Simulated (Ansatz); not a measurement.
# Ti: a line through an energy map

The task here is to estimate one member of a computed series from the others.

Method: DFT PBE, scalar-relativistic, plane waves, PAW, in Ansatz 0.2.0.

27 further runs of the same task are left out: 27 set aside as unsound or not needed.

## Starting point

It takes space group Im-3m (No. 229, cubic). The conventional cell has a = 3.255 Å, b = 3.255 Å, c = 3.255 Å, α = 90.00°, β = 90.00°, γ = 90.00°. Ti (site symmetry m-3m) has 8 Ti at 2.82 Å as nearest neighbours.

As a file:

```cif
data_structure
_symmetry_space_group_name_H-M 'P 1'
_symmetry_Int_Tables_number 1
_cell_length_a 2.8191
_cell_length_b 2.8191
_cell_length_c 2.8191
_cell_angle_alpha 109.471
_cell_angle_beta 109.471
_cell_angle_gamma 109.471
_cell_volume 17.25
loop_
_atom_site_label
_atom_site_type_symbol
_atom_site_fract_x
_atom_site_fract_y
_atom_site_fract_z
_atom_site_occupancy
Ti1 Ti 0.00000 0.00000 0.00000 1
```

This cell was relaxed beforehand with the same method: volume 17.25 Å³/atom, gap on the mesh none (metal).

## What is varied

The energy is mapped over volume and the cell's shape.

The axes are (1) volume per atom: 7 values from 14.49 to 20.01 Å³; (2) c/a of the conventional cell: 9 values from 0.861 to 1.566.

Nothing else is relaxed (symmetry fixes all fractional coordinates). Energies count from the relaxed crystal. Points are written as (first, second).

Set-up of the first run:

Contents of input.yaml:

```yaml
crystal:
  lattice:
    - [-1.5289742435, 1.5289742435, 1.6476226448]
    - [1.5289742435, -1.5289742435, 1.6476226448]
    - [1.5289742435, 1.5289742435, -1.6476226448]
  atoms:
    - { symbol: Ti, position: [0.0, 0.0, 0.0] }
basis:
  ecutwfc: 520.0
kpoints:
  mp_grid: { grid: [22, 22, 22] }
hamiltonian:
  xc: pbe
  pseudopotentials: { kind: paw, azcp: { folder: soft_1 } }
scf:
  occupations: { method: gaussian, width: 0.15 }
output:
  forces: true
  stress: true
  eigenvalues: true
```

Launch:

```
$ ansatz run input.yaml --threads 1 --pin off --max-ram 2048MiB --backend cpu --events-out ev --progress --plain --runs-dir out
```

Steps of the session up to this table: Grid point (15.41 Å³, 1.078); The run at (16.33 Å³, 1.078); Point (18.17 Å³, 1.078); Point (19.09 Å³, 1.078); Point (20.01 Å³, 1.078).

One of the session's tables, all rows but one given; the rest of the session is left out.

```
volume per atom (Å³)  energy (meV/atom)  slope (meV/atom per Å³)  pressure (GPa)
               14.49                188                     −155            24.9
               15.41                 75                      −92            14.7
               16.33                 15                      −41             6.6
               17.25               −4.1                       −1             0.2
               18.17                  ?                        ?               ?
               19.09                 50                       55            −8.9
               20.01                110                       75           −12.0
```

**Question.** Estimate the row for volume per atom (Å³) = 18.17.

Worked estimate for «energy (meV/atom)». A straight line through the neighbours (17.25, −4.1) and (19.09, 50) gives −4.1 + (50 − −4.1) × (18.17 − 17.25) / (19.09 − 17.25) = 23; a parabola fitted to 4 rows on both sides gives 10.

**Answer.** energy (meV/atom): 10; slope (meV/atom per Å³): 30; pressure (GPa): −4.8. In «energy (meV/atom)» the line misses by +13 and the parabola by +0.

Energies count from the relaxed crystal. Rows without a step come from runs not printed here or follow by symmetry. Slopes come from the forces (and the stress, where the cell changes), not from differences of energies.

**Reading.** Along the line the energy is lowest at 17.25 Å³, −4.1 meV/atom from the zero. Energies and slopes round the minimum, fitted together, put the minimum at 17.284 Å³, with a curvature of about 38 meV/atom per (Å³)². V·d²E/dV² there is about 110 GPa, a bulk modulus under this line's constraint. The well is lopsided: two grid steps out, the energy rises by 79 meV/atom towards smaller values and 54 meV/atom towards larger ones. The highest point computed, at 14.49 Å³, lies 192 meV/atom above the lowest. This is one cut through a surface in two coordinates; the map's lowest point lies off it.
